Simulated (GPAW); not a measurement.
Crystal: Pd.

```xyz
1
Lattice="0.0000 1.9465 1.9465 1.9465 0.0000 1.9465 1.9465 1.9465 0.0000" Properties=species:S:1:pos:R:3 pbc="T T T"
Pd    0.0000    0.0000    0.0000
```

```yaml
Program: GPAW 26.7.0
Task: relaxation of cell and atoms
Functional: RPBE
Potentials_or_basis: the program's PAW data sets (release 1.2.1) made for this functional
Cutoff: 600 eV
Basis: pw
k_mesh: 12 × 12 × 12
Occupations: fermi-dirac, width 0.05 eV
Spin: no spin polarisation
```

At the start: pressure 11.9 GPa; volume 14.75 Å³/atom.

Task: How do energy, volume and symmetry change on relaxing?

Result: Over 4 steps the energy falls by 34.1 meV/atom and the volume is 15.76 Å³/atom (+6.8 %); space group Fm-3m (No. 225, to 0.05 Å).

The path:
```
step  energy change (eV)  largest force (eV/Å)  pressure (GPa)  volume (Å³)
   1              0.0000                0.0000           11.86        14.75
   2             -0.0315                0.0000            3.04        15.46
   3             -0.0341                0.0000            0.32        15.72
   4             -0.0341                0.0000            0.01        15.76
```

Final structure:
```yaml
crystal:
  lattice:
    - [0.00000, 1.98983, 1.98983]
    - [1.98983, 0.00000, 1.98983]
    - [1.98983, 1.98983, 0.00000]
  atoms:
    - { symbol: Pd, position: [0.00000, 0.00000, 0.00000] }
```

Caveat: later steps reuse the first step's grids.
